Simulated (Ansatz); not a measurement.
# How strongly the parts of twisted 1T-ZrS2 monolayer on bilayer, 38.21° (63 atoms) bind: runs compared

Aim: the interaction energy between the two parts of twisted 1T-ZrS2 monolayer on bilayer, 38.21° (63 atoms) and its distance dependence.

Computed with Ansatz 0.2.0: Kohn-Sham DFT, r2SCAN+D3(BJ), PAW (set soft_2), plane waves.

## (1) The cell as built

The cell holds 63 atoms: 21 Zr and 42 S. Its edges and angles: a = 9.683 Å, b = 9.683 Å, c = 27.090 Å, α = 90.0°, β = 90.0°, γ = 120.0°. It derives from ZrS2 (1T-ZrS2). 1T-ZrS2 (a = 3.66 Å) under 1T-ZrS2 (a = 3.66 Å), monolayer on bilayer, commensurate cell of 7 unit cells a layer, twist 38.21 deg; facing planes 3.11, 3.22 Å apart; 12 Å of vacuum; layers as built, displaced by a Gaussian of 0.01 Å. Regions: layer 1, 21 atoms (7 Zr and 14 S); layer 2, 21 atoms (7 Zr and 14 S); layer 3, 21 atoms (7 Zr and 14 S). Vacuum lies along c.

## (2) The reference run

The reference is a single point at the end of the relaxation.

The parts (lower: layer 1 and layer 2 and upper: layer 3) keep their atoms where they stand in it, and shifted cells move the upper part rigidly.

Its input, with most atom lines left out:

```yaml
crystal:
  lattice:
    - [9.6834, 0.0, 0.0]
    - [-4.8417, 8.38607, 0.0]
    - [0.0, 0.0, 27.09]
  atoms:
    - { symbol: Zr, position: [0.9996, 0.99975, 0.27611] }
    - { symbol: S, position: [0.19008, 0.23806, 0.32941] }
    - { symbol: S, position: [0.23775, 0.04769, 0.2225] }
    - { symbol: Zr, position: [0.14263, 0.42857, 0.27599] }
    - { symbol: S, position: [0.33288, 0.66663, 0.32932] }
    - { symbol: S, position: [0.38055, 0.47599, 0.22248] }
    - { symbol: Zr, position: [0.28537, 0.85697, 0.27584] }
    [... atom lines 8 to 63 left out ...]
kpoints:
  mp_grid: { grid: [3, 3, 1] }
hamiltonian:
  xc: r2scan
  dispersion: d3bj
scf:
  occupations: { method: gaussian, width: 0.05 }
output:
  forces: true
  populations: intrinsic
  dos:
    method: { smearing: { sigma: 0.1 } }
    de: 0.1
    projected:
      site_lists:
        S: [S]
        Zr: [Zr]
        layer_1: [0, 1, 2, 3, 4, 5, 6, 7, 8, 9, 10, 11, 12, 13, 14, 15, 16, 17, 18, 19, 20]
        layer_2: [21, 22, 23, 24, 25, 26, 27, 28, 29, 30, 31, 32, 33, 34, 35, 36, 37, 38, 39, 40, 41]
        layer_3: [42, 43, 44, 45, 46, 47, 48, 49, 50, 51, 52, 53, 54, 55, 56, 57, 58, 59, 60, 61, 62]
  eigenvalues: true
  write_density: true
  write_potential: true
  volumetric_format: npy
  elf: true
```

| Quantity | Value |
| --- | --- |
| free energy per atom | -2004.1409 eV/atom |
| r.m.s. force component | 0.00903 eV/Å |

Filled and empty levels are parted by 1.45 eV (on the run's k-points); a semilocal functional tends to put such gaps too low.

## (3) The runs

Each row is one run, on 16 threads of AMD EPYC 7R43, shared host. The free energy is the program's total, comparable only between runs with the same functional, potentials and atoms, or as a whole against its parts.

| run | atoms | outcome | ionic steps, all passes | free energy (eV) | time | host memory (GiB) |
| --- | --- | --- | --- | --- | --- | --- |
| Single point at the start | 63 | converged | - | -126260.733 | 74 s | 19 |
| Relaxation | 63 | converged | 3 | -126260.876 | 3.1 min | 19 |
| Single point at the relaxed geometry | 63 | converged | - | -126260.876 | 1.9 min | 19 |
| The lower part alone | 42 | converged | - | -84173.453 | 65 s | 14 |
| The upper part alone | 21 | converged | - | -42085.984 | 32 s | 9.5 |
| Upper part moved by +0.3 Å | 63 | converged | - | -126260.784 | 64 s | 19 |
| Upper part moved by -0.3 Å | 63 | converged | - | -126260.697 | 63 s | 19 |
| Upper part moved by +0.8 Å | 63 | converged | - | -126260.480 | 65 s | 19 |
| Upper part moved by +1.6 Å | 63 | converged | - | -126260.086 | 62 s | 19 |
| Upper part moved by +3 Å | 63 | converged | - | -126259.785 | 71 s | 20 |
| Whole cell, LDA | 63 | converged | - | -122244.507 | 40 s | 13 |
| Lower part, LDA | 42 | converged | - | -81496.142 | 24 s | 8.8 |
| Upper part, LDA | 21 | converged | - | -40747.707 | 13 s | 4.8 |

In some runs the program notes that the exchange-correlation potential is rough where the density is thin. Further notices: dispersion damping borrowed.

## (4) Interaction energy

Whole cell less its two parts, each frozen at the geometry of the whole and solved in the same cell with the same functional, so that energy zeros cancel. The upper part is 'layer 3' and the lower part 'layer 1 and layer 2', so the cut is under the top layer, which needn't be the twisted interface. The nearest atoms of the two parts stand 3.28 Å apart. The face is 81.21 Å².

| functional | interaction energy (eV) | of it, the added dispersion term (eV) | per area (meV/Å²) | per area (J/m²) | per atom of the upper part (meV) |
| --- | --- | --- | --- | --- | --- |
| r2SCAN+D3(BJ) | -1.439 | -1.275 | -17.7 | -0.28 | -68.5 |
| LDA | -0.658 | - | -8.1 | -0.13 | -31.3 |

## (5) Energy against separation

The upper part is moved rigidly along the normal from its place in the reference.

| shift (Å) | energy change (eV) | per area (meV/Å²) | share of the binding lost (%) | gap (eV) |
| --- | --- | --- | --- | --- |
| -0.3 | 0.178 | 2.20 | - | 1.41 |
| +0.0 | 0.000 | 0.00 | - | 1.45 |
| +0.3 | 0.092 | 1.13 | 6 | 1.45 |
| +0.8 | 0.396 | 4.87 | 27 | 1.45 |
| +1.6 | 0.789 | 9.72 | 55 | 1.45 |
| +3.0 | 1.091 | 13.43 | 76 | 1.45 |

## (6) Levels of whole and parts

| cell | gap (eV) | vacuum level at the upper face, over the highest filled level, or over E_F where no gap is given (eV) | moment (μB) |
| --- | --- | --- | --- |
| whole | 1.45 | 6.75 | no spin |
| lower part | 1.45 | 6.74 | no spin |
| upper part | 1.59 | 6.76 | no spin |

## (7) Outcome

The parts bind with 17.7 meV/Å² (1.44 eV for the cell) at the level r2SCAN+D3(BJ), the size of van der Waals binding between sheets. The added dispersion term contributes -1.275 eV, the functional itself -0.164 eV. At this one geometry the functionals range from -17.7 (r2SCAN+D3(BJ)) to -8.1 meV/Å² (LDA). The curvature over ±0.3 Å is 0.59×10²⁰ N/m³, and the energy rises faster on the near side. At +3.0 Å, 76 % of the binding is lost; the shift also narrows the vacuum to the periodic image. On the run's k-points the gap of the whole, 1.45 eV, lies 8.0e-4 eV over the smaller of the parts'.

Caveats: The functionals run at their own default cutoffs. The parts are frozen, so the energy of their deformation isn't counted. No correction is made for dipoles across the vacuum, and the parts also feel their periodic images through it.

The DFT runs together took 15 min of wall time.

[Logs are printed without paths, hosts, clocks, repeated set-up lines and the standing remarks that a program may print on its own settings, such as how far it seeks lower states.]

[Hosts, paths, dates, database ids (printed as entryN), source tags and the programs' standing remarks are cut or masked in the printed files.]
